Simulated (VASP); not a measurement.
# Lu (P6_3/mmc) in VASP: notebook

The runs below take Lu through single point, with PBE.

All numbers are computed with VASP 6.6.1; they aren't measurements. Logs are shortened: lines on timing, memory, paths and dates and some standing lists are left out, and cuts for length are marked.

### 1 The crystal as given

The structure is hexagonal, space group P6_3/mmc (No. 194). The conventional cell has a = 3.503 Å, b = 3.503 Å, c = 5.551 Å, α = 90.00°, β = 90.00°, γ = 120.00°. Lu (site symmetry -6m2) has 12 Lu at 3.43 to 3.50 Å as nearest neighbours.

### 2 Single point, PBE

The input, INCAR:

```
SYSTEM = Lu
  PREC = Low
  ENCUT = 450
  EDIFF = 1E-6
  ISMEAR = 0
  SIGMA = 0.1
  LREAL = .False.
  LASPH = .True.
  NELM = 100
  ALGO = Normal
  ISIF = 2
  LWAVE = .False.
  LCHARG = .False.
  GGA = PE
  ADDGRID = .False.
```

The input, KPOINTS:

```
regular mesh
0
Gamma
  11 11 6
  0 0 0
```

The input, POSCAR:

```
Lu
1.0
    3.5031000000      0.0000000000      0.0000000000
   -1.7515500000      3.0337735920      0.0000000000
    0.0000000000      0.0000000000      5.5509000000
Lu
2
Direct
    0.6483880000      0.2977880000      0.7516770000
    0.3414390000      0.6668870000      0.2457360000
```

Potentials or basis: VASP PAW PBE potentials, release 64 (Lu_3), 4f in core.

On the command line:

```sh
$ cat potpaw_PBE.64/Lu_3/POTCAR > POTCAR
$ mpirun -np 1 vasp_std > vasp.out
```

OUTCAR:

```text
SYSTEM = Lu
   PREC = Low
   ENCUT = 450
   EDIFF = 1E-6
   ISMEAR = 0
   LREAL = .False.
   LASPH = .True.
   NELM = 100
   ISIF = 2
   GGA = PE

 Found    364 irreducible k-points:

 Following reciprocal coordinates:
            Coordinates               Weight
  0.000000  0.000000  0.000000      1.000000
  0.090909  0.000000  0.000000      2.000000
  0.000000  0.090909  0.000000      2.000000
 -0.090909  0.090909  0.000000      2.000000
  0.181818  0.000000  0.000000      2.000000
  0.000000  0.181818  0.000000      2.000000
   k-points           NKPTS =    364   k-points in BZ     NKDIM =    364   number of bands    NBANDS=     13
   number of dos      NEDOS =    301   number of ions     NIONS =      2
   total plane-waves  NPLWV =   9720
   dimension x,y,z NGX =    18 NGY =   18 NGZ =   30
   dimension x,y,z NGXF=    18 NGYF=   18 NGZF=   30
   ions per type =               2
   NGX,Y,Z   is equivalent  to a cutoff of   8.54,  8.54,  8.98 a.u.
   NGXF,Y,Z  is equivalent  to a cutoff of   8.54,  8.54,  8.98 a.u.
 SYSTEM =  Lu
   PREC   = low       normal or accurate (medium, high low for compatibility)
   ISTART =      0    job   : 0-new  1-cont  2-samecut
   ICHARG =      2    charge: 1-file 2-atom 10-const
   ISPIN  =      1    spin polarized calculation?
   LNONCOLLINEAR =      F non collinear calculations
   LSORBIT =      F    spin-orbit coupling
   LASPH  =      T    aspherical Exc in radial PAW
   ENCUT  =  450.0 eV  33.07 Ry    5.75 a.u.   6.06  6.06  9.60*2*pi/ulx,y,z
   NELM   =    100;   NELMIN=  2; NELMDL= -5     # of ELM steps
   EDIFF  = 0.1E-05   stopping-criterion for ELM
   LREAL  =      F    real-space projection
   EDIFFG = 0.1E-04   stopping-criterion for IOM
   NSW    =      0    number of steps for IOM
   IBRION =     -1    ionic relax: 0-MD 1-quasi-New 2-CG
   NFREE  =      0    steps in history (QN), initial steepest desc. (CG)
   ISIF   =      2    stress and relaxation
   ISYM   =      2    0-nonsym 1-usesym 2-fastsym
   POTIM  = 0.5000    time-step for ionic-motion
   TEBEG  =    0.0;   TEEND  =   0.0 temperature during run
   PSTRESS=    0.0 pullay stress
   NELECT =      18.0000    total number of electrons
   NUPDOWN=      -1.0000    fix difference up-down
   EMIN   =  10.00;   EMAX   =-10.00  energy-range for DOS
   EFERMI =   0.00;   METHOD = LEGACY
   ISMEAR =     0;   SIGMA  =   0.10  broadening in eV -4-tet -1-fermi 0-gaus
   EFERMI_NEDOS =   21; number of points for ismear=-14 and -15
   IALGO  =     38    algorithm
   IMIX   =      4    mixing-type and parameters
     AMIX     =   0.40;   BMIX     =  1.00
     AMIX_MAG =   1.60;   BMIX_MAG =  1.00
  volume/ion in A,a.u.               =      29.50       199.05
  Fermi-wavevector in a.u.,A,eV,Ry     =   1.102130  2.082723 16.526853  1.214689
  Thomas-Fermi vector in A             =   2.238568
   LORBIT       =      0    0 simple, 1 ext, 2 COOP (PROOUT), +10 PAW based schemes
   GGA     = PE    functional components
   LHFCALC =     F    Hartree Fock is set to
   AEXX    =    0.0000 exact exchange contribution
   IVDW    =     0    specifies the selected vdW correction
   LEPSILON=     F    determine dielectric tensor
   LRPA    =     F    only Hartree local field effects (RPA)
 non-spin polarized calculation
 Gauss-broadening in eV      SIGMA  =   0.10
  energy-cutoff  :      450.00
  volume of cell :       58.99
 maximum number of plane-waves:      1296
   NGX = 13   NGY = 13   NGZ = 19

 number of electron      17.9999660 magnetization

 Free energy of the ion-electron system (eV)
  ---------------------------------------------------
  ext. energy  EPLUGINS =         0.00000000
  ---------------------------------------------------
  free energy    TOTEN  =        -8.90320789 eV

  energy without entropy =       -8.88678396  energy(sigma->0) =       -8.89499593

 E-fermi :   2.7749     XC(G=0):  -9.9073

 val. band max:        2.7700461677   @ k =   0.0000   0.3636   0.0000
 cond. band min:       2.7804785058   @ k =   0.2727   0.2727   0.5000
 fundamental gap:      0.0104323381
 Fermi energy:         2.7749165300

 k-point     1 :       0.0000    0.0000    0.0000
  band No.  band energies     occupation
      1     -24.2740      2.00000
      2     -23.8720      2.00000
      3     -23.8482      2.00000
      4     -23.7895      2.00000
      5     -23.7795      2.00000
      6     -23.7577      2.00000
      7      -3.2468      2.00000
      8       0.3424      2.00000
      9       3.3266      0.00000
     10       4.9438      0.00000
     11       5.0482      0.00000
     12       5.2033      0.00000
     13       5.7207      0.00000

 k-point     2 :       0.0909    0.0000    0.0000
  band No.  band energies     occupation
      1     -24.2621      2.00000
      2     -23.8856      2.00000
      3     -23.8698      2.00000
      4     -23.8155      2.00000
      5     -23.7847      2.00000
      6     -23.7627      2.00000
      7      -3.0508      2.00000
      8       0.5415      2.00000
      9       3.1836      0.00000
     10       4.5217      0.00000
     11       5.1428      0.00000
     12       5.3740      0.00000
     13       5.5954      0.00000

 k-point     3 :       0.0000    0.0909    0.0000
  band No.  band energies     occupation
      1     -24.2605      2.00000
      2     -23.8976      2.00000
      3     -23.8582      2.00000
      4     -23.8082      2.00000
      5     -23.7920      2.00000
      6     -23.7643      2.00000
      7      -3.0493      2.00000
      8       0.5477      2.00000
      9       3.2036      0.00000
     10       4.4632      0.00000
     11       5.2307      0.00000
     12       5.3373      0.00000
     13       5.7989      0.00000

 k-point     4 :      -0.0909    0.0909    0.0000
  band No.  band energies     occupation
      1     -24.2616      2.00000
      2     -23.8903      2.00000
      3     -23.8650      2.00000
      4     -23.8140      2.00000
      5     -23.7864      2.00000
      6     -23.7632      2.00000
      7      -3.0503      2.00000
      8       0.5434      2.00000
      9       3.1892      0.00000
     10       4.5054      0.00000
     11       5.1681      0.00000
     12       5.4057      0.00000
     13       5.6474      0.00000

 k-point     5 :       0.1818    0.0000    0.0000
  band No.  band energies     occupation
      1     -24.2286      2.00000
      2     -23.9518      2.00000
      3     -23.8987      2.00000
      4     -23.8851      2.00000
      5     -23.7967      2.00000
      6     -23.7776      2.00000
      7      -2.4884      2.00000
      8       1.0764      2.00000
      9       2.8286      0.44745
     10       3.8130      0.00000
     11       4.8146      0.00000
     12       5.5089      0.00000
     13       5.6931      0.00000

 k-point     6 :       0.0000    0.1818    0.0000
  band No.  band energies     occupation
      1     -24.2220      2.00000
      2     -23.9664      2.00000
      3     -23.8835      2.00000
      4     -23.8822      2.00000
      5     -23.8011      2.00000
      6     -23.7845      2.00000
      7      -2.4814      2.00000
      8       1.1070      2.00000
      9       2.9021      0.07198
     10       3.7459      0.00000
     11       4.8343      0.00000
     12       5.2699      0.00000
     13       5.7495      0.00000

 [... further k-points ...]

------------------------ aborting loop because EDIFF is reached ----------------------------------------

  FORCE on cell =-STRESS in cart. coord.  units (eV):
  Direction    XX          YY          ZZ          XY          YZ          ZX
  --------------------------------------------------------------------------------------
  -------------------------------------------------------------------------------------
  Total       -0.0355661      0.2073985     -0.2946828     -0.0389870     -0.0226701     -0.0057654
  in kB       -0.9659349      5.6327051     -8.0032475     -1.0588428     -0.6156949     -0.1565829
  external PRESSURE =      -1.1121591 kB  Pullay stress =       0.0000000 kB

 VOLUME and BASIS-vectors are now :
 -----------------------------------------------------------------------------
  energy-cutoff  :      450.00
  volume of cell :       58.99
      direct lattice vectors                 reciprocal lattice vectors
     3.503100000  0.000000000  0.000000000     0.285461448  0.164811244  0.000000000
    -1.751550000  3.033773592  0.000000000     0.000000000  0.329622488  0.000000000
     0.000000000  0.000000000  5.550900000     0.000000000  0.000000000  0.180150967

 POSITION                                       TOTAL-FORCE (eV/Angst)
 -----------------------------------------------------------------------------------
      1.74978      0.90342      4.17248         0.037880      0.170676     -0.137727
      0.02801      2.02318      1.36406        -0.037880     -0.170676      0.137727
 -----------------------------------------------------------------------------------
    total drift:                                0.000510     -0.000057     -0.000243

  FREE ENERGIE OF THE ION-ELECTRON SYSTEM (eV)
  ---------------------------------------------------
  free  energy   TOTEN  =        -8.9032078897 eV

  energy  without entropy=       -8.8867839636  energy(sigma->0) =       -8.89499593
```

It took 46 s on 1 thread of Intel Xeon 6975P-C (Granite Rapids), shared host; peak memory 0.28 GiB.

The run converged, but some of its settings lie outside the range that counts as converged, so its numbers aren't taken as properties of the crystal.

Results:

```
Free energy            : -8.9032 eV
Pressure               : -0.1 GPa
Largest force          : 0.223 eV/Å
Band gap on the k mesh : none (metal or under the smearing width)
```

### 3 Single point, PBE

Changes to INCAR since step 2:

```diff
@@ -1,3 +1,3 @@
 SYSTEM = Lu
-  PREC = Low
+  PREC = Normal
   ENCUT = 450
```

KPOINTS is that of step 2.

The input, POSCAR:

```
Lu
1.0
    3.5031000000      0.0000000000      0.0000000000
   -1.7515500000      3.0337735920      0.0000000000
    0.0000000000      0.0000000000      5.5509000000
Lu
2
Direct
    0.6666666667      0.3333333333      0.7500000000
    0.3333333333      0.6666666667      0.2500000000
```

Potentials or basis: VASP PAW PBE potentials, release 64 (Lu_3), 4f in core.

On the command line:

```sh
$ cat potpaw_PBE.64/Lu_3/POTCAR > POTCAR
$ mpirun -np 1 vasp_std > vasp.out
```

OUTCAR:

```text
SYSTEM = Lu
   PREC = Normal
   ENCUT = 450
   EDIFF = 1E-6
   ISMEAR = 0
   LREAL = .False.
   LASPH = .True.
   NELM = 100
   ISIF = 2
   GGA = PE

 Found     64 irreducible k-points:

 Following reciprocal coordinates:
            Coordinates               Weight
  0.000000  0.000000  0.000000      1.000000
  0.090909  0.000000  0.000000      6.000000
  0.181818  0.000000  0.000000      6.000000
  0.272727 -0.000000  0.000000      6.000000
  0.363636  0.000000  0.000000      6.000000
[... 174 lines left out ...]

  FORCE on cell =-STRESS in cart. coord.  units (eV):
  Direction    XX          YY          ZZ          XY          YZ          ZX
  --------------------------------------------------------------------------------------
  -------------------------------------------------------------------------------------
  Total        0.0959525      0.0959525     -0.3580163      0.0000000      0.0000000      0.0000000
  in kB        2.6059615      2.6059615     -9.7233144      0.0000000      0.0000000      0.0000000
  external PRESSURE =      -1.5037971 kB  Pullay stress =       0.0000000 kB

 VOLUME and BASIS-vectors are now :
 -----------------------------------------------------------------------------
  energy-cutoff  :      450.00
  volume of cell :       58.99
      direct lattice vectors                 reciprocal lattice vectors
     3.503100000  0.000000000  0.000000000     0.285461448  0.164811244  0.000000000
    -1.751550000  3.033773592  0.000000000     0.000000000  0.329622488  0.000000000
     0.000000000  0.000000000  5.550900000     0.000000000  0.000000000  0.180150967

 POSITION                                       TOTAL-FORCE (eV/Angst)
 -----------------------------------------------------------------------------------
      1.75155      1.01126      4.16318        -0.000000     -0.000000      0.000000
     -0.00000      2.02252      1.38773         0.000000      0.000000      0.000000
 -----------------------------------------------------------------------------------
    total drift:                               -0.000000      0.000000     -0.000000

  FREE ENERGIE OF THE ION-ELECTRON SYSTEM (eV)
  ---------------------------------------------------
  free  energy   TOTEN  =        -8.9151291121 eV

  energy  without entropy=       -8.8998357676  energy(sigma->0) =       -8.90748244
```

stdout:

```text
POSCAR found type information on POSCAR Lu
 POSCAR found :  1 types and       2 ions
 scaLAPACK will be used
 LDA part: xc-table for (Slater+PW92), standard interpolation
 POSCAR, INCAR and KPOINTS ok, starting setup
 FFT: planning ... GRIDC
 FFT: planning ... GRID_SOFT
 FFT: planning ... GRID
 WAVECAR not read
 entering main loop
```

Wall time 10 s (1 thread of Intel Xeon 6975P-C (Granite Rapids), shared host); peak memory 0.15 GiB.

The run converged, but some of its settings lie outside the range that counts as converged, so its numbers aren't taken as properties of the crystal.

Results:

- Free energy: -8.9151 eV
- Pressure: -0.2 GPa
- Band gap on the k mesh: none (metal or under the smearing width)

### 4 Single point, PBE

INCAR is that of step 3.

KPOINTS is that of step 3.

The input, POSCAR:

```
Lu
1.0
    3.5031000000      0.0000000000      0.0000000000
   -1.7515500000      3.0337735920      0.0000000000
    0.0000000000      0.0000000000      5.5509000000
Lu
2
Direct
    0.6483880000      0.2977880000      0.7516770000
    0.3414390000      0.6668870000      0.2457360000
```

On the command line:

```sh
$ cat potpaw_PBE.64/Lu_3/POTCAR > POTCAR
$ mpirun -np 1 vasp_std > vasp.out
```

Run time: 46 s. Hardware: 1 thread of Intel Xeon 6975P-C (Granite Rapids), shared host; peak memory 0.29 GiB.

These settings aren't checked as converged: the numbers below hold their error.

Results:

```
Free energy            : -8.9029 eV
Pressure               : -0.1 GPa
Largest force          : 0.224 eV/Å
Band gap on the k mesh : none (metal or under the smearing width)
```

### 5 Single point, PBE

Changes to INCAR since step 4:

```diff
@@ -1,3 +1,3 @@
 SYSTEM = Lu
-  PREC = Normal
+  PREC = Accurate
   ENCUT = 450
@@ -6,3 +6,3 @@
   SIGMA = 0.1
-  LREAL = .False.
+  LREAL = Auto
   LASPH = .True.
```

KPOINTS is that of step 4.

The input, POSCAR:

```
Lu
1.0
    3.5031000000      0.0000000000      0.0000000000
   -1.7515500000      3.0337735920      0.0000000000
    0.0000000000      0.0000000000      5.5509000000
Lu
2
Direct
    0.6666666667      0.3333333333      0.7500000000
    0.3333333333      0.6666666667      0.2500000000
```

Potentials or basis: VASP PAW PBE potentials, release 64 (Lu_3), 4f in core.

On the command line:

```sh
$ cat potpaw_PBE.64/Lu_3/POTCAR > POTCAR
$ mpirun -np 1 vasp_std > vasp.out
```

OUTCAR:

```text
SYSTEM = Lu
   PREC = Accurate
   ENCUT = 450
   EDIFF = 1E-6
   ISMEAR = 0
   LREAL = Auto
   LASPH = .True.
   NELM = 100
   ISIF = 2
   GGA = PE

 Found     64 irreducible k-points:

 Following reciprocal coordinates:
            Coordinates               Weight
  0.000000  0.000000  0.000000      1.000000
  0.090909  0.000000  0.000000      6.000000
  0.181818  0.000000  0.000000      6.000000
  0.272727 -0.000000  0.000000      6.000000
  0.363636  0.000000  0.000000      6.000000
  0.454545  0.000000  0.000000      6.000000
   k-points           NKPTS =     64   k-points in BZ     NKDIM =     64   number of bands    NBANDS=     13
   number of dos      NEDOS =    301   number of ions     NIONS =      2
   total plane-waves  NPLWV =  23040
   dimension x,y,z NGX =    24 NGY =   24 NGZ =   40
   dimension x,y,z NGXF=    48 NGYF=   48 NGZF=   80
   ions per type =               2
   NGX,Y,Z   is equivalent  to a cutoff of  11.39, 11.39, 11.98 a.u.
   NGXF,Y,Z  is equivalent  to a cutoff of  22.78, 22.78, 23.96 a.u.
 SYSTEM =  Lu
   PREC   = accura    normal or accurate (medium, high low for compatibility)
   ISTART =      0    job   : 0-new  1-cont  2-samecut
   ICHARG =      2    charge: 1-file 2-atom 10-const
   ISPIN  =      1    spin polarized calculation?
   LNONCOLLINEAR =      F non collinear calculations
   LSORBIT =      F    spin-orbit coupling
[... 71 lines left out ...]
     11       4.9923      0.00000
     12       5.2747      0.00000
     13       5.6972      0.00000
[... 66 lines left out ...]
  band No.  band energies     occupation
      1     -24.1867      2.00000
      2     -24.1030      2.00000
      3     -24.0602      2.00000
      4     -23.9612      2.00000
      5     -23.8808      2.00000
      6     -23.8368      2.00000
      7       0.2586      2.00000
      8       1.4965      2.00000
      9       1.9655      2.00000
     10       2.5035      1.99990
     11       4.3299      0.00000
     12       4.7391      0.00000
     13       5.0344      0.00000

 [... further k-points ...]

------------------------ aborting loop because EDIFF is reached ----------------------------------------

  FORCE on cell =-STRESS in cart. coord.  units (eV):
  Direction    XX          YY          ZZ          XY          YZ          ZX
  --------------------------------------------------------------------------------------
  -------------------------------------------------------------------------------------
  Total        0.0860244      0.0860244     -0.3851936     -0.0000000     -0.0000000      0.0000000
  in kB        2.3363237      2.3363237    -10.4614179     -0.0000000     -0.0000000      0.0000000
  external PRESSURE =      -1.9295902 kB  Pullay stress =       0.0000000 kB

 VOLUME and BASIS-vectors are now :
 -----------------------------------------------------------------------------
  energy-cutoff  :      450.00
  volume of cell :       58.99
      direct lattice vectors                 reciprocal lattice vectors
     3.503100000  0.000000000  0.000000000     0.285461448  0.164811244  0.000000000
    -1.751550000  3.033773592  0.000000000     0.000000000  0.329622488  0.000000000
     0.000000000  0.000000000  5.550900000     0.000000000  0.000000000  0.180150967

 POSITION                                       TOTAL-FORCE (eV/Angst)
 -----------------------------------------------------------------------------------
      1.75155      1.01126      4.16318        -0.000000     -0.000000      0.000000
     -0.00000      2.02252      1.38773         0.000000      0.000000      0.000000
 -----------------------------------------------------------------------------------
    total drift:                               -0.000000      0.000000     -0.000000

  FREE ENERGIE OF THE ION-ELECTRON SYSTEM (eV)
  ---------------------------------------------------
  free  energy   TOTEN  =        -8.9163578128 eV

  energy  without entropy=       -8.9010622736  energy(sigma->0) =       -8.90871004
```

Wall time 26 s (1 thread of Intel Xeon 6975P-C (Granite Rapids), shared host); peak memory 0.17 GiB.

The run converged, but some of its settings lie outside the range that counts as converged, so its numbers aren't taken as properties of the crystal.

Results:

- Free energy: -8.9164 eV
- Pressure: -0.2 GPa
- Band gap on the k mesh: none (metal or under the smearing width)

(Part 1 of 2 ends here.)
